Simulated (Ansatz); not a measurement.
Input of an Ansatz 0.2.0 run:

Contents of input.yaml:

```yaml
crystal:
  lattice:
    - [0.0, 3.2333428, 3.2333428]
    - [3.2333428, 0.0, 3.2333428]
    - [3.2333428, 3.2333428, 0.0]
  atoms:
    - { symbol: Sn, position: [0.75, 0.75, 0.75] }
    - { symbol: Sn, position: [0.5, 0.5, 0.5] }
hamiltonian:
  xc: blyp
  pseudopotentials: { kind: paw }
  dispersion: d3bj
kpoints:
  mp_grid: { grid: [7, 7, 7] }
scf:
  occupations: { method: fermi_dirac, width: 0.05 }
output:
  forces: true
  stress: true
relax:
  f_tol: 0.01
  max_steps: 40
  cell: { stress_tol: 0.05 }
```

Potentials or basis: Ansatz PAW.

The run is started by

```bash
$ ansatz run input.yaml --threads 2 --pin off --max-ram 5632MiB --backend cpu --events-out ev --progress --plain --runs-dir out
```

(1) Predict the relaxed volume.

(2) What does it give for the space group after relaxing (to 0.05 Å)?

(3) What does it give for the relaxed cell?

Answers

(1) 35.85 Å³/atom.

(2) Fd-3m (No. 227).

(3) a = 4.663 Å, b = 4.663 Å, c = 4.663 Å, α = 60.00°, β = 60.00°, γ = 60.00°.

Caveat: the PAW data sets come from PBE, with cores solved anew for the run's functional, which leaves a small shift of forces and pressure.
